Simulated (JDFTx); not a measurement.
InP in JDFTx: convergence with n bands

Input of the first run (n bands 10); the others differ in this setting and in those tied to it:

Contents of InP.in:

```
include InP.lattice
coords-type Lattice
include InP.ionpos

ion-species pseudo/In.upf
ion-species pseudo/P.upf
elec-cutoff 35 280
elec-ex-corr lda-PW
kpoint-folding 8 8 8
elec-smearing Fermi 0.0018374661
elec-n-bands 10
electronic-SCF nIterations 100 energyDiffThreshold 1e-09
electronic-minimize nIterations 30 energyDiffThreshold 1e-7
converge-empty-states yes
forces-output-coords Cartesian

dump-name run.$VAR
dump End Ecomponents EigStats BandEigs Kpoints Forces Stress
```

The input InP.lattice:

```
lattice \
    0.0000000000     5.5378424082     5.5378424082 \
    5.5378424082     0.0000000000     5.5378424082 \
    5.5378424082     5.5378424082     0.0000000000
```

InP.ionpos

```
ion In     0.0000000000     0.0000000000     0.0000000000 1
ion P      0.7500000000     0.7500000000     0.7500000000 1
```

Potentials or basis: PseudoDojo-SR-LDA-0.4.1-standard.

Run with:

```bash
$ jdftx -c 1 -i InP.in -o InP.out
```

Hardware: 1 thread of Arm Neoverse V1, with other jobs on the host.

```csv
n bands,"energy less the tightest run, at zero smearing (meV/atom)",SCF cycles,CPU time (s),peak memory (GiB)
10,0.00,19,110,0.12
11,0.00,18,120,0.12
12,0.00,18,130,0.12
13,0.00,17,120,0.13
15,0.00,15,130,0.13
19,0.00,13,140,0.14
25,0.00,13,180,0.15
```

Against the tightest run, the energy stays within 1 meV/atom from 10 on. The tightest run that finished is the yardstick and may itself not be fully converged.
